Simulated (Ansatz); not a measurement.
**HgTe (model cell, started as NiAs type): following an unstable mode**

Wanted: the energy along a soft mode of HgTe (model cell, started as NiAs type) and the structure at the end.

Method: DFT PBE, scalar-relativistic, plane waves, PAW, in Ansatz 0.2.0.

The structure was built from a prototype and need not be the compound's stable phase.

## (1) Set-up

The structure is hexagonal, space group P6_3/mmc (No. 194). Conventional cell: a = 4.265 Å, b = 4.265 Å, c = 7.467 Å, α = 90.00°, β = 90.00°, γ = 120.00°. Hg has 6 Te at 3.09 Å nearest. Nearest to Te lie 6 Hg at 3.09 Å. Farther neighbours and most contacts between anions are not listed.

## (2) The dispersion

The cell comes from relaxations at this level that are not shown. The mesh has a single point along some directions, so zone-edge points there are not solved. Linear response on a 2×2×1 q mesh gives force constants as far as a supercell of that size would.

Input file input.yaml:

```yaml
crystal:
  lattice:
    - [4.2647185345, 2.7785e-06, 0.0]
    - [-2.1323616735, 3.6933532016, 0.0]
    - [0.0, 0.0, 7.4670364397]
  atoms:
    - { symbol: Hg, position: [0.0, 0.0, 0.0] }
    - { symbol: Hg, position: [0.0, 0.0, 0.5] }
    - { symbol: Te, position: [0.3333333333, 0.6666666667, 0.25] }
    - { symbol: Te, position: [0.6666666667, 0.3333333333, 0.75] }
kpoints:
  mp_grid: { grid: [10, 10, 6] }
hamiltonian:
  xc: pbe
scf:
  occupations: { method: methfessel_paxton, width: 0.15 }
output:
  eigenvalues: true
phonons:
  method: dfpt
  qmesh: [2, 2, 1]
  temperatures: { t_max: 1000, t_step: 50 }
  qpath:
    path:
      - [[0.0, 0.0, 0.0], [0.5, 0.0, 0.0], [0.33333333, 0.33333333, 0.0], [0.0, 0.0, 0.0], [0.0, 0.0, 0.5], [0.5, 0.0, 0.5], [0.33333333, 0.33333333, 0.5], [0.0, 0.0, 0.5]]
      - [[0.5, 0.0, 0.5], [0.5, 0.0, 0.0]]
      - [[0.33333333, 0.33333333, 0.5], [0.33333333, 0.33333333, 0.0]]
    npoints: 10
```

Run with:

```console
ansatz run input.yaml --threads 4 --pin off --max-ram 7168MiB --backend cpu --events-out ev --progress --plain --runs-dir out
```

Numbers of over 12 decimals in the logs are rounded to 6 here.

Output:

```text
Engine: ansatz 0.2.0, x86_64-unknown-linux-gnu
Pseudopotentials: kind: paw
Pseudopotential: Hg, paw, valence charge 20, recommended cutoff 420 eV (normal), Hg.paw.azcp
Pseudopotential: Te, paw, valence charge 16, recommended cutoff 420 eV (normal), Te.paw.azcp
Functional definition: PBE
  parameter kappa = 0.804
  parameter beta = 0.066725
  exchange = pbe_x(kappa = kappa, mu = beta*pi^2/3)
  correlation = pbe_c(beta = beta)
Crystal: 4 atoms, lattice volume = 117.614 Å³
Basis set: ecut = 420 eV, 2299 PW (Γ), exchange–correlation on 60×60×100 points (8 copies of the dense FFT grid, shifted against one another)
Bands: 44, of which v1, the nominal top of the filled ones, is band 36 counted from 1 (35 counted from 0)
Symmetry: 24 space group operations
k-points: 56 of 600
Non-local potential: Hg, projectors of the file, l = 0: 3, l = 1: 2, l = 2: 2, l = 3: 1
Non-local potential: Te, projectors of the file, l = 0: 2, l = 1: 2, l = 2: 2, l = 3: 2
PAW form: soft (Blöchl's): semilocal exchange-correlation on the pseudo side does not see the compensation charge
PAW one-centre angular grid: Hg, 590 points (default); XC on 64 Gauss nodes
PAW one-centre angular grid: Te, 590 points (default); XC on 64 Gauss nodes
Initial density: superposition of atomic densities (neutral atoms: chi_scale 0, normalization atom), corrected by the library's trained network
Initial wavefunctions: pseudopotential atomic-orbital guess
Functional: x = pbe(κ = 0.804, μ = 0.219515), c = pbe(β = 0.066725)
SCF iter   1: F=—  HF=-41586.689508 eV  |F-HF|=—  |Δ(HF+E_count)|=         —  Δρ=1.43e-3  dr2=2.80e-3  ethr=1.77e-3  ⟨swp⟩=7.6  Hψ=9747  notcnv=0  defer=13
preconditioner: auto → LDOS  [metal: Δε(μ)=0.035 eV  Ē_g=10.257 eV  σ=0.150 eV  W_gap=0.19  n_scr=34 (ndim 8)  ℏωp=20.5 eV  f_vac=0.044  D(μ)=1.71/eV (n_scr^D=2)  β→1.0]
SCF iter   2: F=—  HF=-41586.690016 eV  |F-HF|=—  |Δ(HF+E_count)|=   5.09e-4  S|Δr|=    0.00e0  Δρ=5.35e-4  dr2=2.46e-4  ethr=3.88e-6  ⟨swp⟩=3.7  Hψ=6007  notcnv=0  defer=13
SCF iter   3: F=—  HF=-41586.690022 eV  |F-HF|=—  |Δ(HF+E_count)|=   6.05e-6  S|Δr|=    0.00e0  Δρ=1.64e-4  dr2=3.29e-5  ethr=3.42e-7  ⟨swp⟩=2.0  Hψ=4227  notcnv=0  defer=13
SCF iter   4: F=—  HF=-41586.690017 eV  |F-HF|=—  |Δ(HF+E_count)|=   4.98e-6  S|Δr|=    0.00e0  Δρ=6.90e-5  dr2=5.08e-6  ethr=4.56e-8  ⟨swp⟩=2.0  Hψ=4233  notcnv=0  defer=13
SCF iter   5: F=—  HF=-41586.690016 eV  |F-HF|=—  |Δ(HF+E_count)|=   1.36e-6  S|Δr|=    0.00e0  Δρ=1.30e-5  dr2=1.82e-7  ethr=7.06e-9  ⟨swp⟩=2.0  Hψ=3268  notcnv=0  defer=13
SCF iter   6: F=—  HF=-41586.690016 eV  |F-HF|=—  |Δ(HF+E_count)|=   3.47e-8  S|Δr|=    0.00e0  Δρ=2.95e-6  dr2=7.48e-9  ethr=2.52e-10  ⟨swp⟩=2.0  Hψ=3917  notcnv=0  defer=13
SCF iter   7: F=—  HF=-41586.690016 eV  |F-HF|=—  |Δ(HF+E_count)|=   2.05e-9  S|Δr|=    0.00e0  Δρ=4.09e-7  dr2=1.37e-10  ethr=1.04e-11  ⟨swp⟩=2.0  Hψ=4305  notcnv=0  defer=13
SCF iter   8: F=-41586.690016 eV  HF=-41586.690016 eV  |F-HF|=1.46e-11  |Δ(HF+E_count)|=  1.31e-10  S|Δr|=    0.00e0  Δρ=6.68e-8  dr2=2.26e-12  ethr=1.00e-12  ⟨swp⟩=12.0  Hψ=14127  notcnv=0
SCF 1 converged in 8 iterations: F = -41586.690016 eV  dr2 = 2.26e-12
  greatest PAW one-centre occupation: 1.000 electrons in one spin orbital (limit 2), on the Hg atom at site 1 (counted from 0), in its partial waves of l = 0
phonons: the bands overlap, so this run is a metal and interpolates without the dipole-dipole term. If the crystal is really an insulator or semiconductor, its LO-TO splitting is missing
NSCF: frozen V_eff on 56 k-points
WARN: eigensolver did not converge (k=20): 1 band(s) unlocked after 20 sweeps at ethr=2.84e-12 eV (storage-precision floor; scheduled 1.00e-12 eV) (lowest unlocked band 43, counted from 0; max residual 7.52e-6 eV among the unlocked bands, 7.52e-6 eV over every band; other slots of this pass that fall short are told together in one closing line; warning suppressed until the next SCF loop or pass starts)
NSCF: frozen V_eff on 304 k-points
DFPT response loops at q = (0, 0, 0) (fractional): preconditioner auto → Kerker (q_TF=auto, 2.514 Å⁻¹) (partly filled bands, converged f_vac=0.042); β = 1.00, the filter's whole step (`scf.mixing.beta` (0.50) is not read by the response loops under this deck's `scf.mixing.preconditioner`; to damp them name `kerker` or `kerker_dos`, under which they read `scf.mixing.beta`, and type it under 1.00, their step now; both keys bind the ground state too); Broyden in place of MSR1
NSCF: frozen V_eff on 608 k-points
DFPT response loops at q = (0, -0.5, 0) (fractional): mixed as the last ones told, above
SCF converged after 8 iterations
Stability not checked: this state was not tested for a lower state beside it, because cold or Methfessel-Paxton smearing, or corrected tetrahedra, fill the levels in a way that the test cannot read (fill_not_monotonic; see scf.lower_state_search)
Free energy (F): -41586.690016 eV
Harris-Foulkes:  -41586.690016 eV  (|F-HF|=1.46e-11)
Internal energy: -41586.689625 eV  (E = F + TS)
E sigma→0 (E₀):  -41586.689918 eV
Entropy (-TS):   -0.000391 eV (-0.098 meV/atom)
Fermi energy:    10.472399 eV
--- Per-component energies (eV) ---
  E_band       = -1393.606765
  E_kinetic    = 1566.163098
  E_local      = -8228.903206  (includes V_loc(G=0)·N_el)
  E_nonlocal   = -475.233908
  E_hartree    = 4058.983477
  E_xc         = -688.192268
  E_vxc        = -731.220738  (∫ρ·V_xc dr)
  E_paw        = -29213.379372  (= ΣΔE_a)
  E_vpaw       = -1642.380355  (= ΣTr[D̂ρ^β])
  E_aug_tail   = 0.001389  (compensation charges beyond the density's cutoff)
  E_ewald      = -8606.128835
  E_smearing   = -0.000391  (= −TS)
  E_closure    = 0.000000  (closes the sum)
  Σ components = -41586.690016   (vs F -41586.690016, Δ=0.00e0)
--- Band table (eV; the first three rows and the last of 56) ---
  k-point 0: bands = [... 32 lower, 9.4647, 9.9701, 9.9701, 10.8690, 10.8690, 13.3596, 14.8920, 15.6485, ... 4 higher]
  k-point 1: bands = [... 32 lower, 10.0331, 10.0331, 10.4190, 10.8121, 10.8121, 13.2736, 14.8987, 15.6707, ... 4 higher]
  k-point 2: bands = [... 32 lower, 10.2035, 10.2035, 10.6537, 10.6537, 11.4337, 12.9350, 15.0571, 15.7520, ... 4 higher]
  k-point 55: bands = [... 32 lower, 7.4342, 7.4342, 10.1438, 10.1438, 11.4164, 11.4164, 13.6581, 13.6581, ... 4 higher]
--- Phonons (Γ-DFPT): 4 representative perturbations + reference (Σ response iterations 12) ---
  ASR residual: 3.690e-4 → 0.000e0 eV/Å²; symmetrization residual: 4.967e-5 eV/Å²
  ASR residual per site (eV/Å²): 2.68e-4 2.68e-4 3.69e-4 3.69e-4
  Γ frequencies (cm⁻¹): 0.00 0.00 0.00 28.94 28.94 47.82 47.82 67.69 77.08 77.08 83.51 86.00
--- Phonons (arbitrary-q DFPT): 2 irreducible q on the 2×2×1 mesh ---
  q = [0.0000, 0.0000, 0.0000] (star 1, of the zone-centre solve; hermiticity 3.08e-5, symmetrization 1.40e-6): -0.00 0.00 0.00 28.94 28.94 47.82 47.82 67.69 77.08 77.08 83.51 86.00
  q = [0.0000, -0.5000, 0.0000] (star 3, 6 solved perturbations in 1320 linear systems a pass and spin channel, the states on 304 of 600 k-point pairs; hermiticity 1.82e-5, symmetrization 1.42e-6): -31.77 20.90 32.81 34.02 40.41 53.04 53.66 75.71 89.18 91.59 97.44 112.28
  sum rule: each row above includes the acoustic sum rule's correction from the zone centre's row sums; it moved no ω² by more than (0.89 cm⁻¹)²
  mesh force constants: q→R imaginary residual 2.45e-17; ASR residual 3.690e-4 → 0.000e0 eV/Å²; symmetrization residual 2.665e-15 eV/Å²
  interpolated dispersion: 93 rows × 12 modes
  density of states and harmonic sums: on the 18×18×9 q-mesh, interpolated from the force constants of a 2×2×1 supercell (no non-analytic term)
  largest difference from the sums on the solved wave vectors: F 2.62e-1 eV, S 3.48e-4 and C_V 8.57e-5 eV/K
  zero-point energy: 0.043020 eV/cell   skipped modes (ω ≤ 0): 106, of them read as no rigid motion or as one in doubt: 103 (5.072e-1 modes/cell left out, lowest -31.77 cm⁻¹)   left out of the sums: 4.24e-2 of the cell's modes: C_V's classical limit lies that fraction below 3 k_B per atom; for a crystal, a wire or a layer, F and S can be off by more, and a phonons.interpolated_qmesh denser along its periods is the remedy for the sampling
```

It took 90 s on 4 threads of AMD EPYC 9R45, shared host; peak memory 3.4 GiB; 5.7 min of CPU time.

The column dr2 measures how far the density is from self-consistency, as an energy; F and HF (Harris–Foulkes) agree once it is small.

Numbers from this step:

```
volume per atom                                               : 29.40 Å³
gap on the k-mesh                                             : 0 eV
sum-rule residual before enforcement                          : 3.69e-4 eV/Å²
point group                                                   : 6/mmm
highest optical mode at the zone centre (no LO-TO term)       : 86 cm⁻¹
lowest optical zone-centre mode                               : 28.94 cm⁻¹
lowest mode on the q mesh (acoustic modes at Γ apart)         : -31.77 cm⁻¹
highest frequency at a solved wavevector (no LO-TO term at Γ) : 112.3 cm⁻¹
```

Frequencies (cm⁻¹) solved at each irreducible wavevector; negative means imaginary. Frequencies by wavevector, by row:

| q in reciprocal lattice units | star | mode 1 | mode 2 | mode 3 | mode 4 | mode 10 | mode 11 | mode 12 |
| --- | --- | --- | --- | --- | --- | --- | --- | --- |
| 0 0 0 | 1 | 0 | 0 | 0 | 28.9 | 77.1 | 83.5 | 86 |
| 0 -0.5 0 | 3 | -31.8 | 20.9 | 32.8 | 34 | 91.6 | 97.4 | 112.3 |

Symmetry leaves 2 wavevectors to solve. The lowest mode among them, the acoustic zeros apart, lies at q = (0, -0.5, 0) and is imaginary, 31.8i cm⁻¹, so the energy falls along it.

## (3) The mode frozen in, largest atomic shift 0 Å

The mode followed lies at q = (0, -0.5, 0) with frequency 31.8i cm⁻¹, the softest among the wavevectors solved. At small amplitude the distorted cell has space group no. 58 by a symmetry search on the positions. The undistorted cell that holds it gives the zero of energy on the same k mesh.

System of this step: HgTe (model cell, started as NiAs type). The structure is hexagonal, space group P6_3/mmc (No. 194). The conventional cell has a = 4.265 Å, b = 4.265 Å, c = 7.467 Å, α = 90.00°, β = 90.00°, γ = 120.00°. Nearest to Hg lie 6 Te at 3.09 Å. Te has 6 Hg at 3.09 Å nearest. Farther neighbours and most contacts between anions are not listed.

Input file input.yaml:

```yaml
crystal:
  lattice:
    - [4.2647185345, 2.7785e-06, 0.0]
    - [-4.8125e-06, 7.3867091818, 0.0]
    - [0.0, 0.0, 7.4670364397]
  atoms:
    - { symbol: Hg, position: [0.5, 0.5, 0.0] }
    - { symbol: Hg, position: [0.0, 0.0, 0.0] }
    - { symbol: Hg, position: [0.5, 0.5, 0.5] }
    - { symbol: Hg, position: [0.0, 0.0, 0.5] }
    - { symbol: Te, position: [1.0, 0.3333333333, 0.25] }
    - { symbol: Te, position: [0.5, 0.8333333333, 0.25] }
    - { symbol: Te, position: [0.5, 0.1666666667, 0.75] }
    - { symbol: Te, position: [1.0, 0.6666666667, 0.75] }
kpoints:
  mp_grid: { grid: [8, 4, 4] }
hamiltonian:
  xc: pbe
scf:
  occupations: { method: methfessel_paxton, width: 0.15 }
output:
  forces: true
  stress: true
  eigenvalues: true
```

Output:

```text
[...]
Crystal: 8 atoms, lattice volume = 235.228 Å³
Basis set: ecut = 420 eV, 4603 PW (Γ), exchange–correlation on 60×100×100 points (8 copies of the dense FFT grid, shifted against one another)
Bands: 87, of which v1, the nominal top of the filled ones, is band 72 counted from 1 (71 counted from 0)
Symmetry: 16 space group operations
[...]
k-points: 45 of 128
[...]
k-point 0: bands = [... 68 lower, 9.9779, 9.9788, 10.7198, 10.8768, 10.8771, 11.4731, 12.3465, 13.3168, ... 11 higher]
  k-point 1: bands = [... 68 lower, 10.1160, 10.2805, 10.6080, 10.7515, 10.7519, 10.9384, 11.7735, 13.1444, ... 11 higher]
  k-point 2: bands = [... 68 lower, 10.3338, 10.3338, 10.4392, 10.4392, 10.4398, 10.4398, 12.2983, 12.2983, ... 11 higher]
  k-point 44: bands = [... 68 lower, 9.4791, 9.4791, 9.4791, 9.4791, 10.3340, 10.3340, 10.3340, 10.3340, ... 11 higher]
[key lines of the parts left out:]
SCF converged after 6 iterations
Free energy (F): -83173.360979 eV
Fermi energy:    10.538525 eV
P = ⅓ Tr σ = 0.0184 GPa (0.184 kbar)
```

Elapsed: 3 s, on 4 threads; peak memory 1.1 GiB; 11 s of CPU time.

This step gave:

```
pressure                         : 0.01835 GPa
energy from the undistorted cell : 0 meV/atom
```

The run ends at a pressure of 0.02 GPa, with forces up to 0.030 eV/Å.

## (4) The mode frozen in, largest atomic shift 0.22 Å

The atoms are moved along the unstable eigenvector, the largest shift by 0.22 Å, with the cell fixed.

input.yaml, the sections that differ from step 3:

```yaml
crystal:
  lattice:
    - [4.2647185345, 2.7785e-06, 0.0]
    - [-4.8125e-06, 7.3867091818, 0.0]
    - [0.0, 0.0, 7.4670364397]
  atoms:
    - { symbol: Hg, position: [0.5, 0.5, 0.0] }
    - { symbol: Hg, position: [0.0, 0.0, 0.0] }
    - { symbol: Hg, position: [0.5, 0.5, 0.5] }
    - { symbol: Hg, position: [0.0, 0.0, 0.5] }
    - { symbol: Te, position: [1.0, 0.3333333333, 0.2205371734] }
    - { symbol: Te, position: [0.5, 0.8333333333, 0.2794628266] }
    - { symbol: Te, position: [0.5, 0.1666666667, 0.7205371734] }
    - { symbol: Te, position: [1.0, 0.6666666667, 0.7794628266] }
# kpoints, hamiltonian, scf, output: as in step 3
```

Output:

```text
[...]
Crystal: 8 atoms, lattice volume = 235.228 Å³
Basis set: ecut = 420 eV, 4603 PW (Γ), exchange–correlation on 60×100×100 points (8 copies of the dense FFT grid, shifted against one another)
Bands: 87, of which v1, the nominal top of the filled ones, is band 72 counted from 1 (71 counted from 0)
Symmetry: 8 space group operations
[...]
k-points: 45 of 128
[...]
k-point 0: bands = [... 68 lower, 9.8667, 9.9410, 10.8014, 10.9309, 10.9434, 11.6390, 12.3909, 13.3035, ... 11 higher]
  k-point 1: bands = [... 68 lower, 10.0228, 10.3848, 10.5353, 10.8295, 10.9777, 11.1969, 11.9161, 13.1669, ... 11 higher]
  k-point 2: bands = [... 68 lower, 9.8235, 9.8235, 10.5698, 10.5698, 11.0223, 11.0223, 12.3360, 12.3360, ... 11 higher]
  k-point 44: bands = [... 68 lower, 9.3342, 9.3342, 9.4972, 9.4972, 10.5219, 10.5219, 10.8417, 10.8417, ... 11 higher]
[key lines of the parts left out:]
SCF converged after 6 iterations
Free energy (F): -83173.377987 eV
Fermi energy:    10.647147 eV
P = ⅓ Tr σ = 0.9728 GPa (9.728 kbar)
```

Wall time 3.1 s (4 threads); peak memory 1.2 GiB.

This step gave:

```yaml
pressure: 0.9728 GPa
energy_from_the_undistorted_cell: -2.261 meV/atom
```

The energy, extrapolated to zero smearing, is -2.26 meV/atom against the undistorted cell.

The run ends at a pressure of 0.97 GPa, with forces up to 0.26 eV/Å.

## (5) Energy along the mode, all amplitudes (two of the runs are shown above)

An imaginary frequency means negative curvature, so the energy should fall and then rise again as anharmonic terms take over.

This step gave:

```yaml
depth_at_the_lowest_point_sampled: 2.261 meV/atom
largest_atomic_shift_at_that_point: 0.22 Å
```

The energy from the parent by largest atomic shift:

| largest atomic shift (Å) | energy from the parent (meV/atom) |
| --- | --- |
| 0.000 | 0 |
| 0.040 | -0.203 |
| 0.080 | -0.855 |
| 0.140 | -2.26 |
| 0.220 | -2.26 |
| 0.320 | 6.00 |

Displacement at unit largest shift by atom:

| atom | x (Å) | y (Å) | z (Å) | size |
| --- | --- | --- | --- | --- |
| Hg1 | 0.00 | 0.00 | 0.00 | 0.00 |
| Hg2 | 0.00 | 0.00 | 0.00 | 0.00 |
| Hg3 | 0.00 | 0.00 | 0.00 | 0.00 |
| Hg4 | 0.00 | 0.00 | 0.00 | 0.00 |
| Te5 | 0.00 | 0.00 | -1.00 | 1.00 |
| Te6 | 0.00 | 0.00 | 1.00 | 1.00 |
| Te7 | 0.00 | 0.00 | -1.00 | 1.00 |
| Te8 | 0.00 | 0.00 | 1.00 | 1.00 |

The lowest of the steps tried is at 0.22 Å, 2.26 meV/atom below the parent; the bottom of the well need not coincide with a step.

(Part 1 of 3 ends here.)

[Logs are printed without paths, hosts, clocks, repeated set-up lines and the standing remarks that a program may print on its own settings, such as how far it seeks lower states.]

[Hosts, paths, dates, database ids (printed as entryN), source tags and the programs' standing remarks are cut or masked in the printed files.]
